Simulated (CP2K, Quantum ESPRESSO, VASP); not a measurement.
# GaN: programs and potentials compared

```
CELL_PARAMETERS angstrom
3.18000 0.00000 0.00000
-1.59000 2.75396 0.00000
0.00000 0.00000 5.16600
ATOMIC_POSITIONS crystal
Ga 0.66667 0.33333 0.50000
Ga 0.33333 0.66667 0.00000
N 0.66667 0.33333 0.87500
N 0.33333 0.66667 0.37500
```

Alike in all runs: task band structure; functional revPBE; k mesh 10 × 10 × 5; occupations fermi-dirac, width 0.05 eV; no spin polarisation; no spin-orbit coupling. Pressure is positive in compression and, in plane waves, holds the error of the finite cutoff. Gaps are the smaller of the mesh's and the band path's.

```csv
program and potentials,plane-wave cutoff (eV),notes,band gap (eV),pressure (GPa),largest force (eV/Å)
"Quantum ESPRESSO, PseudoDojo 0.4.1 SR PBE standard",1143,potentials made for PBE,2.10,10.54,0.144
"VASP, PBE PAW files Ga_d, N, 520 eV",520,potentials made for PBE,2.02,10.19,0.138
"CP2K, POTENTIAL_UZH Ga GTH-PBE-q13, N GTH-PBE-q5; TZVP-MOLOPT-PBE-GTH basis",-,atomic basis; potentials made for PBE,2.01,11.44,-
```

Force on atom 1 (Ga), eV/Å:

```tsv
program and potentials	x	y	z
Quantum ESPRESSO, PseudoDojo 0.4.1 SR PBE standard	0.000	0.000	-0.144
VASP, PBE PAW files Ga_d, N, 520 eV	0.000	0.000	-0.138
```

The band gap spans 2.01 (CP2K, POTENTIAL_UZH Ga GTH-PBE-q13, N GTH-PBE-q5; TZVP-MOLOPT-PBE-GTH basis) to 2.10 eV (Quantum ESPRESSO, PseudoDojo 0.4.1 SR PBE standard). The pressure spans 10.19 (VASP, PBE PAW files Ga_d, N, 520 eV) to 11.44 GPa (CP2K, POTENTIAL_UZH Ga GTH-PBE-q13, N GTH-PBE-q5; TZVP-MOLOPT-PBE-GTH basis). The cell lies far from this level's equilibrium. Rows in atomic bases carry the error of their basis and grid, which can be large.

Differences between rows come from potentials, basis sets and numerical settings, since the functional is the same but for its coding. Runs on potential files found faulty are left out.
